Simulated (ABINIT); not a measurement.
# ScAl3 (Pm-3m) in ABINIT: further runs, part 2 of 2

ABINIT 10.8.3 (patched build). Earlier steps stand in the parts before.

### Step 3. Equation of state, PBE+D2

Input file run.abi:

```
# Datasets: one volume each
ndtset 7
getwfk -1
scalecart1 3*0.9795861087
scalecart2 3*0.9864848297
scalecart3 3*0.9932883884
scalecart4 3*1.0000000000
scalecart5 3*1.0066227096
scalecart6 3*1.0131594038
scalecart7 3*1.0196128224

# Pseudopotentials
pp_dirpath "./"
pseudos "Sc.GGA_PBE-JTH.xml, Al.GGA_PBE-JTH.xml"

# Structure
acell 4.08780657 4.08780657 4.08780657 Angstrom
rprim
     1.0000000000     0.0000000000     0.0000000000
     0.0000000000     1.0000000000     0.0000000000
     0.0000000000     0.0000000000     1.0000000000
ntypat 2
znucl 21 13
natom 4
typat 1 2 2 2
xred
     0.0000000000     0.0000000000     0.0000000000
     0.5000000000     0.5000000000     0.0000000000
     0.0000000000     0.5000000000     0.5000000000
     0.5000000000     0.0000000000     0.5000000000

# Plane-wave basis
ecut 544.227725 eV
pawecutdg 40.0

# k points
kptopt 1
ngkpt 7 7 7
nshiftk 1
shiftk 0.0 0.0 0.0

# Exchange and correlation
ixc 11
vdw_xc 5

# Bands and occupations
nband 14
occopt 3
tsmear 0.00183747

# SCF cycle
nstep 100
tolvrs 1.0e-9

# Output
iomode 3
prtwf 1
prtden 0
prteig 0
prtebands 0
```

Potentials or basis: JTH PAW PBE v2.0.

Started as:

```sh
abinit run.abi > log 2>&1
```

run.abo:

```text
.Version 10.8.3 of ABINIT
 DATASET    1 : space group Pm -3 m (#221); Bravais cP (primitive cubic)
================================================================================
 Values of the parameters that define the memory need for DATASET  1.
     intxc =       0    ionmov =       0      iscf =      17    lmnmax =      18
     lnmax =       6     mgfft =      32  mpssoang =       3    mqgrid =    3001
     natom =       4  nloc_mem =       2    nspden =       1   nspinor =       1
    nsppol =       1      nsym =      48    n1xccc =       1    ntypat =       2
    occopt =       3   xclevel =       2
       mpw =        1870          nfft =       32768          nkpt =          20
 PAW method is used; the additional fine FFT grid is defined by:
   mgfftf=        45    nfftf =     91125
================================================================================
================================================================================
[... 71 lines left out ...]
 DATASET    7 : space group Pm -3 m (#221); Bravais cP (primitive cubic)
================================================================================
 Values of the parameters that define the memory need for DATASET  7.
     intxc =       0    ionmov =       0      iscf =      17    lmnmax =      18
     lnmax =       6     mgfft =      32  mpssoang =       3    mqgrid =    3001
     natom =       4  nloc_mem =       2    nspden =       1   nspinor =       1
    nsppol =       1      nsym =      48    n1xccc =       1    ntypat =       2
    occopt =       3   xclevel =       2
       mpw =        2099          nfft =       32768          nkpt =          20
 PAW method is used; the additional fine FFT grid is defined by:
   mgfftf=        48    nfftf =    110592
================================================================================
================================================================================

--------------------------------------------------------------------------------
------------- Echo of variables that govern the present computation ------------
--------------------------------------------------------------------------------
 -outvars: echo values of preprocessed input variables --------
            acell      7.7248348730E+00  7.7248348730E+00  7.7248348730E+00 Bohr
              amu      4.49559100E+01  2.69815390E+01
             ecut      2.00000000E+01 Hartree
           getwfk          -1
              ixc          11
           jdtset        1    2    3    4    5    6    7
[... 185 lines left out ...]

================================================================================

--- !BeginCycle
iteration_state: {dtset: 1, }
solver: {iscf: 17, nstep: 100, nline: 4, wfoptalg: 10, }
tolerances: {tolvrs: 1.00E-09, }
...
[... 1360 lines left out ...]
-Cartesian components of stress tensor (GPa)         [Pressure= -3.4026E+00 GPa]
- sigma(1 1)=  3.40262931E+00  sigma(3 2)=  0.00000000E+00
- sigma(2 2)=  3.40262931E+00  sigma(3 1)=  0.00000000E+00
- sigma(3 3)=  3.40262931E+00  sigma(2 1)=  0.00000000E+00

== END DATASET(S) ==============================================================
================================================================================

 -outvars: echo values of variables after computation  --------
            acell      7.7248348730E+00  7.7248348730E+00  7.7248348730E+00 Bohr
           etotal1    -5.3443447656E+01
           etotal2    -5.3445029134E+01
           etotal3    -5.3446010095E+01
           etotal4    -5.3446449956E+01
           etotal5    -5.3446403814E+01
           etotal6    -5.3445920862E+01
           etotal7    -5.3445044803E+01
            fcart1    -0.0000000000E+00 -0.0000000000E+00 -0.0000000000E+00
                      -0.0000000000E+00 -0.0000000000E+00 -0.0000000000E+00
                      -0.0000000000E+00 -0.0000000000E+00 -0.0000000000E+00
                      -0.0000000000E+00 -0.0000000000E+00 -0.0000000000E+00
            fcart2    -0.0000000000E+00 -0.0000000000E+00 -0.0000000000E+00
                      -0.0000000000E+00 -0.0000000000E+00 -0.0000000000E+00
                      -0.0000000000E+00 -0.0000000000E+00 -0.0000000000E+00
                      -0.0000000000E+00 -0.0000000000E+00 -0.0000000000E+00
            fcart3    -0.0000000000E+00 -0.0000000000E+00 -0.0000000000E+00
                      -0.0000000000E+00 -0.0000000000E+00 -0.0000000000E+00
[... 66 lines left out ...]
                       2.0439032850E+00  2.0439032850E+00  0.0000000000E+00
                       0.0000000000E+00  2.0439032850E+00  2.0439032850E+00
                       2.0439032850E+00  0.0000000000E+00  2.0439032850E+00
           xangst5     0.0000000000E+00  0.0000000000E+00  0.0000000000E+00
                       2.0574394629E+00  2.0574394629E+00  0.0000000000E+00
                       0.0000000000E+00  2.0574394629E+00  2.0574394629E+00
                       2.0574394629E+00  0.0000000000E+00  2.0574394629E+00
           xangst6     0.0000000000E+00  0.0000000000E+00  0.0000000000E+00
                       2.0707998337E+00  2.0707998337E+00  0.0000000000E+00
                       0.0000000000E+00  2.0707998337E+00  2.0707998337E+00
                       2.0707998337E+00  0.0000000000E+00  2.0707998337E+00
           xangst7     0.0000000000E+00  0.0000000000E+00  0.0000000000E+00
                       2.0839899971E+00  2.0839899971E+00  0.0000000000E+00
                       0.0000000000E+00  2.0839899971E+00  2.0839899971E+00
                       2.0839899971E+00  0.0000000000E+00  2.0839899971E+00
             xred      0.0000000000E+00  0.0000000000E+00  0.0000000000E+00
                       5.0000000000E-01  5.0000000000E-01  0.0000000000E+00
                       0.0000000000E+00  5.0000000000E-01  5.0000000000E-01
                       5.0000000000E-01  0.0000000000E+00  5.0000000000E-01
 Calculation completed.
```

It took 1.9 min on 1 thread of Arm Neoverse V1, shared host; peak memory 0.16 GiB.

Results:

* Equilibrium volume: 17.21 Å³/atom
* Bulk modulus: 75 GPa
* Pressure derivative of the bulk modulus: 4.3

Energy against volume, from the lowest point:
```tsv
volume (Å³/atom)	energy (meV/atom)
16.052	20.42
16.394	9.67
16.735	2.99
17.077	0.00
17.419	0.31
17.760	3.60
18.102	9.56
```

Caveat: pressures at fixed basis lie under the slope of the energies.

### Step 4. Band structure, PBEsol

Input file run.abi:

```
ndtset 2

pp_dirpath "./"
pseudos "Sc.upf, Al.upf"

acell 3*1.0 Angstrom
rprim
     4.0878065700     0.0000000000     0.0000000000
     0.0000000000     4.0878065700     0.0000000000
     0.0000000000     0.0000000000     4.0878065700
ntypat 2
znucl 21 13
natom 4
typat 1 2 2 2
xred
     0.0000000000     0.0000000000     0.0000000000
     0.5000000000     0.5000000000     0.0000000000
     0.0000000000     0.5000000000     0.5000000000
     0.5000000000     0.0000000000     0.5000000000

ecut 39.0

ixc -116133

occopt 3
tsmear 0.05 eV

nstep 100

iomode 3
prtwf 0
prteig 0
prtebands 0
enunit 1
prtden1 1

kptopt1 1
ngkpt1 7 7 7
nshiftk1 1
shiftk1 0.0 0.0 0.0
nband1 14
tolvrs1 1.0e-10

iscf2 -2
getden2 1
nband2 18
nbdbuf2 2
tolwfr2 1.0e-12
kptopt2 -5
ndivsm2 8
prteig2 1
kptbounds2
     0.0000000000     0.0000000000     0.0000000000
     0.0000000000     0.5000000000     0.0000000000
     0.5000000000     0.5000000000     0.0000000000
     0.0000000000     0.0000000000     0.0000000000
     0.5000000000     0.5000000000     0.5000000000
     0.0000000000     0.5000000000     0.0000000000
```

Potentials or basis: PseudoDojo NC SR PBEsol v0.4.1 standard.

Started as:

```sh
abinit run.abi > log 2>&1
```

Run time: 3.5 min. Hardware: 1 thread of Arm Neoverse V1, shared host; peak memory 0.15 GiB.

It converged, with:

* Free energy: -1506.3242 eV
* Pressure: -1.2 GPa
* Band gap on the k mesh: none (metal or under the smearing width)
* Valence electrons inside the program's atomic spheres: Sc 8.55; Al 0.90

Levels at the corners of the path, in eV from the Fermi level:
| point | band 7 | band 8 | band 9 | band 10 | band 11 | band 12 | band 13 | band 14 |
| --- | --- | --- | --- | --- | --- | --- | --- | --- |
| Γ | -2.53 | -1.71 | -1.71 | -1.71 | 1.33 | 1.39 | 1.39 | 1.39 |
| X | -1.62 | -1.62 | -1.39 | 0.97 | 1.10 | 1.10 | 1.45 | 1.72 |
| M | -5.53 | -4.27 | -0.45 | -0.45 | 1.31 | 1.46 | 2.15 | 2.58 |
| Γ | -2.53 | -1.71 | -1.71 | -1.71 | 1.33 | 1.39 | 1.39 | 1.39 |
| R | -4.69 | -4.38 | -2.86 | -2.86 | -2.86 | 1.02 | 2.69 | 2.69 |
| X | -1.62 | -1.62 | -1.39 | 0.97 | 1.10 | 1.10 | 1.45 | 1.72 |

### Step 5. Band structure, RPBE

run.abi: that of step 4 with these lines changed.

```diff
@@ -3,3 +3,3 @@
 pp_dirpath "./"
-pseudos "Sc.upf, Al.upf"
+pseudos "Sc.GGA_PBE-JTH.xml, Al.GGA_PBE-JTH.xml"
 
@@ -20,5 +20,6 @@
 
-ecut 39.0
+ecut 544.227725 eV
+pawecutdg 40.0
 
-ixc -116133
+ixc 15
 
@@ -41,3 +42,3 @@
 nband1 14
-tolvrs1 1.0e-10
+tolvrs1 1.0e-9
 
@@ -51,2 +52,3 @@
 prteig2 1
+prtvol2 -3
 kptbounds2
```

Potentials or basis: JTH PAW PBE v2.0.

Started as:

```sh
abinit run.abi > log 2>&1
```

run.abo:

```text
.Version 10.8.3 of ABINIT
 DATASET    1 : space group Pm -3 m (#221); Bravais cP (primitive cubic)
================================================================================
 Values of the parameters that define the memory need for DATASET  1.
     intxc =       0    ionmov =       0      iscf =      17    lmnmax =      18
     lnmax =       6     mgfft =      32  mpssoang =       3    mqgrid =    3001
     natom =       4  nloc_mem =       2    nspden =       1   nspinor =       1
    nsppol =       1      nsym =      48    n1xccc =       1    ntypat =       2
    occopt =       3   xclevel =       2
       mpw =        1987          nfft =       32768          nkpt =          20
 PAW method is used; the additional fine FFT grid is defined by:
   mgfftf=        45    nfftf =     91125
================================================================================
================================================================================

 DATASET    2 : space group Pm -3 m (#221); Bravais cP (primitive cubic)
================================================================================
[... 977 lines left out ...]

 -outvars: echo values of variables after computation  --------
            acell      1.8897261259E+00  1.8897261259E+00  1.8897261259E+00 Bohr
           etotal1    -5.3329371313E+01
            fcart1    -0.0000000000E+00 -0.0000000000E+00 -0.0000000000E+00
                      -0.0000000000E+00 -0.0000000000E+00 -0.0000000000E+00
                      -0.0000000000E+00 -0.0000000000E+00 -0.0000000000E+00
                      -0.0000000000E+00 -0.0000000000E+00 -0.0000000000E+00
            rprim      4.0878065700E+00  0.0000000000E+00  0.0000000000E+00
                       0.0000000000E+00  4.0878065700E+00  0.0000000000E+00
                       0.0000000000E+00  0.0000000000E+00  4.0878065700E+00
           strten1    -9.8326510618E-05 -9.8326510618E-05 -9.8326510618E-05
                       0.0000000000E+00  0.0000000000E+00  0.0000000000E+00
           xangst      0.0000000000E+00  0.0000000000E+00  0.0000000000E+00
                       2.0439032850E+00  2.0439032850E+00  0.0000000000E+00
                       0.0000000000E+00  2.0439032850E+00  2.0439032850E+00
                       2.0439032850E+00  0.0000000000E+00  2.0439032850E+00
             xred      0.0000000000E+00  0.0000000000E+00  0.0000000000E+00
                       5.0000000000E-01  5.0000000000E-01  0.0000000000E+00
                       0.0000000000E+00  5.0000000000E-01  5.0000000000E-01
                       5.0000000000E-01  0.0000000000E+00  5.0000000000E-01
 Calculation completed.
```

Run time: 61 s. Hardware: 1 thread of Arm Neoverse V1, shared host; peak memory 0.13 GiB.

What came out:

```
Free energy                                           : -1451.1661 eV
Pressure                                              : 2.9 GPa
Band gap on the k mesh                                : none (metal or under the smearing width)
Valence electrons inside the program's atomic spheres : Sc 9.31; Al 0.74
```

Levels at the corners of the path, in eV from the Fermi level:
```csv
point,band 7,band 8,band 9,band 10,band 11,band 12,band 13,band 14
Γ,-2.52,-1.74,-1.74,-1.74,1.32,1.39,1.39,1.39
X,-1.63,-1.63,-1.39,1.03,1.07,1.07,1.41,1.74
M,-5.54,-4.28,-0.44,-0.44,1.28,1.48,2.19,2.63
Γ,-2.52,-1.74,-1.74,-1.74,1.32,1.39,1.39,1.39
R,-4.68,-4.39,-2.89,-2.89,-2.89,1.04,2.73,2.73
X,-1.63,-1.63,-1.39,1.03,1.07,1.07,1.41,1.74
```

Caveat: the PAW data sets were made with another functional, which shifts forces and pressure a little.

### Step 6. Summary

```csv
task,level,potentials or basis,cutoff (eV),fine-grid cutoff,gap on the mesh (eV),pressure (GPa),V0 of scaled cells (Å³/atom),B0 (GPa)
equation of state,RPBE,JTH PAW PBE v2.0,544,1088.46 eV,-,-,17.64,84
equation of state,PBE+D2,JTH PAW PBE v2.0,544,1088.46 eV,-,-,17.21,75
band structure,PBEsol,PseudoDojo NC SR PBEsol v0.4.1 standard,1061,-,none,-1.2,-,-
band structure,RPBE,JTH PAW PBE v2.0,544,1088.46 eV,none,2.9,-,-
```

Alike in all rows: no spin polarisation; cell as given; k mesh 7 × 7 × 7; smearing fermi-dirac 0.05 eV.

Caveats: pressures at fixed basis lie under the slope of the energies (some runs); the PAW data sets were made with another functional, which shifts forces and pressure a little (some runs).

Absolute energies hang on the potentials; compare differences alone.

### Step 7. Against experiment

Step 2. Against the measured bulk modulus of ScAl3, 91.5 GPa (298 K; quoted in “A Combined Experimental and First-Principles Based Assessment of Finite-Temperature Thermodynamic Properties of Intermetallic Al3Sc”, 2021, pmc:8067998), the calculated 84 GPa is off by -8.0 %. The fit is for a static lattice scaled at fixed shape and fixed fractional positions.

Step 3. Against the measured bulk modulus of ScAl3, 91.5 GPa (298 K; quoted in “A Combined Experimental and First-Principles Based Assessment of Finite-Temperature Thermodynamic Properties of Intermetallic Al3Sc”, 2021, pmc:8067998), the calculated 75 GPa is off by -18.2 %. The fit is for a static lattice scaled at fixed shape and fixed fractional positions.
